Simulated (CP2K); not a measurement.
Tc:

```
Tc
1.0
     2.74000    0.00000    0.00000
    -1.37000    2.37291    0.00000
     0.00000    0.00000    4.39800
Tc
2
Direct
  0.66667 0.33333 0.75000
  0.33333 0.66667 0.25000
```

Base run:

- Program: CP2K 2026.2
- Functional: MS2
- Potentials or basis: POTENTIAL_UZH Tc GTH-PBE-q15; TZVP-MOLOPT-PBE-GTH basis
- Density cutoff: 9184 eV
- k mesh: 11 × 11 × 6
- Occupations: fermi-dirac, width 0.05 eV
- Spin: no spin polarisation

Its results: band gap on the k mesh none (metal or under the smearing width); pressure 0.4 GPa.

Q: After a change of settings the same cell gave: band gap on the k mesh none (metal or under the smearing width); pressure -6.9 GPa. Which change was it?
A. functional from MS2 to optB88-vdW
B. functional from MS2 to BEEF-vdW
C. functional from MS2 to LDA
D. functional from MS2 to AM05

A: C.

Caveats: the potentials were made for another functional, which shifts forces and pressure; the basis of atomic orbitals isn't converged, which shifts pressures, moduli and gaps.
